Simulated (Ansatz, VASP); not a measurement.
## SnO (tetragonal SnO, 1 layer) in two plane-wave programs

One calculation is typed for both programs; each brings its own data sets. How far apart do they land? The structure shown is the start of the Ansatz relaxation below; VASP solves that cell, so the two are compared at the walk's first step.

Method: plane waves, with VASP 6.6.1 beside it; single point at PBE, in Ansatz 0.2.0.

**1. The structure**

The cell holds 4 atoms: 2 Sn and 2 O. Its edges and angles: a = 3.850 Å, b = 3.850 Å, c = 16.414 Å, α = 90.0°, β = 90.0°, γ = 90.0°. Vacuum lies along c.

**2. Ansatz: relaxation, PBE**

Ansatz runs on its default PAW (the set named soft_2) files.

The two programs are compared at the cell with which this relaxation starts, whose forces are those of its first step.

input.yaml

```yaml
crystal:
  lattice:
    - [3.85, 0.0, 0.0]
    - [0.0, 3.85, 0.0]
    - [0.0, 0.0, 16.4142135624]
  atoms:
    - { symbol: Sn, position: [0.5, 0.0, 0.4569210685] }
    - { symbol: O, position: [0.0, 0.0, 0.5] }
    - { symbol: O, position: [0.5, 0.5, 0.5] }
    - { symbol: Sn, position: [0.0, 0.5, 0.5430789315] }
kpoints:
  mp_grid: { grid: [8, 8, 1] }
hamiltonian:
  xc: pbe
scf:
  occupations: { method: fermi_dirac, width: 0.05 }
  convergence: { dr2_threshold: 1.0e-08 }
efield:
  axis: 3
  dipole_correction: true
  ramp_position: 0.97
  ramp_width: 0.04
relax:
  f_tol: 0.01
  cell: { fix: [c, alpha, beta] }
output:
  write_potential: true
  write_density: true
  volumetric_format: npy
```

Command:

```
$ ansatz run input.yaml --threads 2 --pin off --max-ram 4096MiB --backend cpu --events-out ev --progress --plain --runs-dir out
```

Numbers of over 12 decimals in the logs are rounded to 6 here.

What it wrote:

```text
Warning: relax.cell: scf.convergence.dr2_threshold = 1e-8 eV is looser than the 4e-10 eV advised for a relaxation that steers and ends on the stress (1e-10 eV for each atom of the cell: 4). What an SCF threshold leaves in a stress goes as its square root, and in the free energy as the threshold itself, and one threshold admits the most on a small cell: [figures from the program's tests cut] Set scf.convergence.dr2_threshold to 4e-10 eV or tighter. The threshold is an SCF's pass mark: one that does not reach it within its budget of iterations ends unconverged, or closes short of it on a stop that the run arms, and scf.convergence.dr2_threshold's page says what that costs each kind of run
Engine: ansatz 0.2.0, aarch64-unknown-linux-gnu
Pseudopotentials: kind: paw
Pseudopotential: Sn, paw, valence charge 14, recommended cutoff 420 eV (normal), Sn.paw.azcp
Pseudopotential: O, paw, valence charge 6, recommended cutoff 420 eV (normal), O.paw.azcp
Functional definition: PBE
  parameter kappa = 0.804
  parameter beta = 0.066725
  exchange = pbe_x(kappa = kappa, mu = beta*pi^2/3)
  correlation = pbe_c(beta = beta)
Crystal: 4 atoms, lattice volume = 243.300 Å³
Basis set: ecut = 420 eV, 4791 PW (Γ), exchange–correlation on 54×54×240 points (8 copies of the dense FFT grid, shifted against one another)
Bands: 24, of which v1, the nominal top of the filled ones, is band 20 counted from 1 (19 counted from 0)
Symmetry: 8 space group operations
k-points: 15 of 64
Non-local potential: Sn, projectors of the file, l = 0: 2, l = 1: 2, l = 2: 2, l = 3: 2
Non-local potential: O, projectors of the file, l = 0: 2, l = 1: 2, l = 2: 1
PAW form: soft (Blöchl's): semilocal exchange-correlation on the pseudo side does not see the compensation charge
PAW one-centre angular grid: Sn, 590 points (default); XC on 64 Gauss nodes
PAW one-centre angular grid: O, 110 points (default); XC on 64 Gauss nodes
Initial density: superposition of atomic densities (neutral atoms: chi_scale 0, normalization atom), corrected by the library's trained network
Initial wavefunctions: pseudopotential atomic-orbital guess
Functional: x = pbe(κ = 0.804, μ = 0.219515), c = pbe(β = 0.066725)
SCF iter   1: F=—  HF=-13179.428428 eV  |F-HF|=—  |Δ(HF+E_count)|=         —  Δρ=4.97e-3  dr2=5.33e-2  ethr=1.77e-3  p=0.003 e·Å  D=2.26e-3 V/Å  ΔV_dip=-0.04 eV  dr2_dipole=1.28e-5  V_vac-E_F(+/−)=4.27/4.31 eV  ⟨swp⟩=8.4  Hψ=2035  notcnv=0
efield: sawtooth ramp at fractional position 0.9700 (set: `efield.ramp_position`, or a place that a band, a saddle search or an elastic batch's reference lends), width 0.0400; the density the first Hamiltonian is built on has a dipole p = 0.003 e·Å; the dipole correction subtracts the counter field D = 2.26e-3 V/Å, which shifts the + side's vacuum level by -0.04 eV against the − side's; the planar-averaged density in the ramp window peaks in size at 1.5e-4 e/Å³
preconditioner: auto → Resta (q_TF=auto, 2.019 Å⁻¹)  ε∞=1.6  [insulator: Δε(μ)=1.015 eV  Ē_g=18.737 eV  σ=0.050 eV  W_gap=1.00  n_scr=38 (ndim 8)  ℏωp=15.1 eV  f_vac=0.674  D(μ)=0.00/eV (n_scr^D=0)  ε∞_Penn≈1.6  vacuum switching on, ρ_ref=2.5e-2 e/Å³]
SCF iter   2: F=—  HF=-13179.437174 eV  |F-HF|=—  |Δ(HF+E_count)|=   8.75e-3  Δρ=2.45e-3  dr2=9.94e-3  ethr=1.33e-4  p=0.001 e·Å  D=4.26e-4 V/Å  ΔV_dip=-0.01 eV  dr2_dipole=4.83e-7  V_vac-E_F(+/−)=4.40/4.41 eV  ⟨swp⟩=3.3  Hψ=849  notcnv=0
SCF iter   3: F=—  HF=-13179.445934 eV  |F-HF|=—  |Δ(HF+E_count)|=   8.76e-3  Δρ=1.32e-3  dr2=3.44e-3  ethr=2.49e-5  p=0.001 e·Å  D=5.69e-4 V/Å  ΔV_dip=-0.01 eV  dr2_dipole=1.99e-6  V_vac-E_F(+/−)=4.36/4.37 eV  ⟨swp⟩=2.8  Hψ=584  notcnv=0
SCF iter   4: F=—  HF=-13179.449233 eV  |F-HF|=—  |Δ(HF+E_count)|=   3.30e-3  Δρ=4.40e-4  dr2=4.63e-4  ethr=8.59e-6  p=-0.000 e·Å  D=-1.25e-4 V/Å  ΔV_dip=0.00 eV  dr2_dipole=2.58e-7  V_vac-E_F(+/−)=4.40/4.40 eV  ⟨swp⟩=3.4  Hψ=626  notcnv=0
SCF iter   5: F=—  HF=-13179.449350 eV  |F-HF|=—  |Δ(HF+E_count)|=   1.17e-4  Δρ=8.98e-5  dr2=1.15e-5  ethr=1.16e-6  p=-0.000 e·Å  D=-2.38e-5 V/Å  ΔV_dip=0.00 eV  dr2_dipole=3.20e-12  V_vac-E_F(+/−)=4.41/4.40 eV  ⟨swp⟩=3.1  Hψ=716  notcnv=0
SCF iter   6: F=—  HF=-13179.449349 eV  |F-HF|=—  |Δ(HF+E_count)|=   2.85e-7  Δρ=1.82e-5  dr2=5.26e-7  ethr=2.86e-8  p=-0.000 e·Å  D=-1.03e-5 V/Å  ΔV_dip=0.00 eV  dr2_dipole=6.73e-10  V_vac-E_F(+/−)=4.41/4.41 eV  ⟨swp⟩=2.3  Hψ=669  notcnv=0
SCF iter   7: F=—  HF=-13179.449243 eV  |F-HF|=—  |Δ(HF+E_count)|=   1.06e-4  Δρ=2.20e-6  dr2=1.02e-8  ethr=1.31e-9  p=0.000 e·Å  D=6.10e-6 V/Å  ΔV_dip=-0.00 eV  dr2_dipole=1.96e-10  V_vac-E_F(+/−)=4.41/4.41 eV  ⟨swp⟩=3.1  Hψ=750  notcnv=0
[...]
SCF iter   5: F=-13183.267060 eV  HF=-13183.267060 eV  |F-HF|=4.20e-9  |Δ(HF+E_count)|=   3.53e-8  Δρ=1.56e-6  dr2=5.19e-9  ethr=2.50e-11  p=0.000 e·Å  D=3.00e-6 V/Å  ΔV_dip=-0.00 eV  dr2_dipole=2.06e-11  V_vac-E_F(+/−)=3.82/3.82 eV  ⟨swp⟩=7.9  Hψ=2731  notcnv=0
SCF 7 converged in 5 iterations: F = -13183.267060 eV  dr2 = 5.19e-9
relax step   7: F+E_penalty+E_count = -13183.26705992 eV  Δ(F+E_penalty+E_count) = -5.451e-4 eV  max|allowed force component| = 1.050e-4 eV/Å  Δτ_max = 0.0012 Å  P = -0.001 GPa  Ω = 243.374 Å³  energy of the carried Pulay correction = -6.189e-5 eV  fix = [c, alpha, beta]  reactions: c +0.005 GPa  (5 SCF iters, accepted)
Initial wavefunctions: pseudopotential atomic-orbital guess (no wavefunctions were taken with the density)
iter 1 solved again at ethr=3.46e-7 eV; its pass at ethr=3.10e-3 eV (dr2=1.38e-4 eV) is discarded
SCF iter   1: F=—  HF=-13183.267263 eV  |F-HF|=—  |Δ(HF+E_count)|=         —  Δρ=2.42e-6  dr2=7.43e-9  ethr=3.46e-7  p=0.000 e·Å  D=3.00e-6 V/Å  ΔV_dip=-0.00 eV  dr2_dipole=1.81e-11  V_vac-E_F(+/−)=3.82/3.82 eV  ⟨swp⟩=3.3  Hψ=2870  notcnv=0
efield: sawtooth ramp at fractional position 0.9700 (set: `efield.ramp_position`, or a place that a band, a saddle search or an elastic batch's reference lends), width 0.0400; the density the first Hamiltonian is built on has a dipole p = 0.000 e·Å; the dipole correction subtracts the counter field D = 3.00e-6 V/Å, which shifts the + side's vacuum level by -0.00 eV against the − side's; the planar-averaged density in the ramp window peaks in size at 3.1e-6 e/Å³
eigensolver tolerance schedule: the retry pair's looser diagonalisation over-reported the residual by 18637.59 of it (diagonalisation noise at an unbounded share of the residual, at the tolerance the schedule requests for it); recorded, not acted on — ethr = c·dr2/N_el stays at c = 1.0e-1
preconditioner: auto → Resta (q_TF=auto, 2.019 Å⁻¹)  ε∞=1.7  [insulator: Δε(μ)=3.030 eV  Ē_g=17.534 eV  σ=0.050 eV  W_gap=1.00  n_scr=38 (ndim 8)  ℏωp=15.1 eV  f_vac=0.638  D(μ)=0.00/eV (n_scr^D=0)  ε∞_Penn≈1.7  vacuum switching on, ρ_ref=2.2e-2 e/Å³]
SCF iter   2: F=—  HF=-13183.267141 eV  |F-HF|=—  |Δ(HF+E_count)|=   1.22e-4  Δρ=2.40e-6  dr2=1.22e-8  ethr=1.86e-11  p=0.000 e·Å  D=4.63e-6 V/Å  ΔV_dip=-0.00 eV  dr2_dipole=4.56e-12  V_vac-E_F(+/−)=3.82/3.82 eV  ⟨swp⟩=15.7  Hψ=3220  notcnv=0
SCF iter   3: F=-13183.267141 eV  HF=-13183.267141 eV  |F-HF|=1.18e-9  |Δ(HF+E_count)|=  8.53e-10  Δρ=9.77e-7  dr2=1.47e-9  ethr=1.86e-11  p=0.000 e·Å  D=4.10e-6 V/Å  ΔV_dip=-0.00 eV  dr2_dipole=4.11e-15  V_vac-E_F(+/−)=3.82/3.82 eV  ⟨swp⟩=6.8  Hψ=2274  notcnv=0
SCF 8 converged in 3 iterations: F = -13183.267141 eV  dr2 = 1.47e-9
relax step   8: F+E_penalty+E_count = -13183.26714112 eV  Δ(F+E_penalty+E_count) = -8.120e-5 eV  max|allowed force component| = 1.072e-4 eV/Å  Δτ_max = 0.0000 Å  P = -0.003 GPa  Ω = 243.374 Å³  fix = [c, alpha, beta]  reactions: c -0.001 GPa  stress off target by 4.31e-3 GPa on what of the cell is left free  SCF on the basis re-selected at this cell (its energy is not comparable with the rows above)  (3 SCF iters)
basis re-selected at this cell: Δ(F+E_penalty+E_count) = -8.120e-5 eV, ΔP = -0.003 GPa vs the last step (what re-selecting the basis moved, of the pressure what is left beyond the Pulay correction that the steps carried, after the strain that the cell walked since its last selection, with what the two solves' SCF thresholds leave and, on support functions, any second-order correction that the steps lacked; it is no m [...]
WARN: The output density's exchange-correlation potential varies sharply where the density is thin. Do not read a vacuum level from v_tot or v_xc, or from such a field of the output density. On a cell that repeats whose density bears no net charge and no dipole along the vacuum's axis use v_es (v_loc + v_h of the components); under efield.dipole_correction with no amplitude use v_es + v_field, which holds any externa [...]
SCF converged after 3 iterations
Free energy (F): -13183.267141 eV
Harris-Foulkes:  -13183.267141 eV  (|F-HF|=1.18e-9)
Internal energy: -13183.267141 eV  (E = F + TS)
E sigma→0 (E₀):  -13183.267141 eV
Fermi energy:    0.270783 eV
Dipole field:    D = 0.000004 V/Å  (p = 0.000006 e·Å, saw-weighted, corrected)
Work function:   Φ+ = 3.8178 eV   Φ− = 3.8179 eV
Levels:          The Fermi level and band energies are counted from a zero that moves with the ramp; work functions are not
--- Per-component energies (eV) ---
  E_band       = -576.513826
  E_kinetic    = 721.511549
  E_local      = -18453.174282  (includes V_loc(G=0)·N_el)
  E_nonlocal   = 31.610979
  E_hartree    = 9141.074747
  E_xc         = -912.255705
  E_vxc        = -379.357519  (∫ρ·V_xc dr)
  E_paw        = -8587.215317  (= ΣΔE_a)
  E_vpaw       = -779.260026  (= ΣTr[D̂ρ^β])
  E_aug_tail   = 0.004779  (compensation charges beyond the density's cutoff)
  E_efield     = 0.000000  (sawtooth field / dipole correction)
  E_vefield    = -0.000027  (∫n·V_field dr)
  E_ewald      = 4875.176108
  E_smearing   = -0.000000  (= −TS)
  E_closure    = -0.000000  (closes the sum)
  Σ components = -13183.267141   (vs F -13183.267141, Δ=0.00e0)
--- Forces (eV/Å), atoms counted from 1 ---
  atom   1  Sn    -0.00000000     0.00000000    -0.00010706
  atom   2  O     -0.00000000    -0.00000000     0.00004173
  atom   3  O      0.00000000     0.00000000     0.00004173
  atom   4  Sn     0.00000000    -0.00000000     0.00002404
  max |Σ_I F_I| component: 4.46e-7 eV/Å
--- Stress (GPa, compression-positive) ---
       -0.004307      -0.000000       0.000000
       -0.000000      -0.004307      -0.000000
        0.000000      -0.000000      -0.001033
  P = ⅓ Tr σ = -0.0032 GPa (-0.032 kbar)
--- Band table (eV; the first three rows and the last of 15) ---
  k-point 0: bands = [... 16 lower, -3.3109, -2.9582, -2.9582, -1.3019, 1.7563, 1.8172, 3.9075, 4.1589]
  k-point 1: bands = [... 16 lower, -3.4885, -3.0913, -2.9017, -1.2852, 2.1086, 2.1273, 3.6296, 4.1367]
  k-point 2: bands = [... 16 lower, -3.8000, -3.4580, -2.7504, -1.2774, 2.7206, 2.7220, 2.9289, 3.9727]
  k-point 14: bands = [... 16 lower, -2.3164, -2.3164, -1.9755, -1.9755, 1.8352, 1.8352, 3.9422, 3.9422]
--- Relaxed structure (7 steps of the walk, 7 accepted, 1 SCFs on fresh bases) ---
  F+E_penalty+E_count = -13183.26714112 eV   max|allowed force component| = 1.072e-4 eV/Å   (the final SCF, on the basis selected at the relaxed cell)
  cell:  # Å, volume = 243.3740 Å³
    - [3.850588, 0, 0]
    - [0, 3.850588, 0]
    - [0, 0, 16.4142135624]
  atoms:
    - { symbol: Sn, position: [0.5, 0, 0.428445] }
    - { symbol: O, position: [0, 0, 0.500000] }
    - { symbol: O, position: [0.5, 0.5, 0.500000] }
    - { symbol: Sn, position: [2.3588224077343938e-17, 0.5, 0.571555] }
```

In the SCF lines HF is the Harris–Foulkes energy and dr2 the Hartree energy of the density residual, in eV; the loop may stop once dr2 is under the threshold and the program's other checks hold. Hψ counts applications of the Hamiltonian.

[end of part 1 of 2]

[Lines on the potential files, build, host, timing and source positions are cut from VASP's logs without a mark.]

[Logs are printed without paths, hosts, clocks, repeated set-up lines and the standing remarks that a program may print on its own settings, such as how far it seeks lower states.]

[Hosts, paths, dates, database ids (printed as entryN), source tags and the programs' standing remarks are cut or masked in the printed files.]
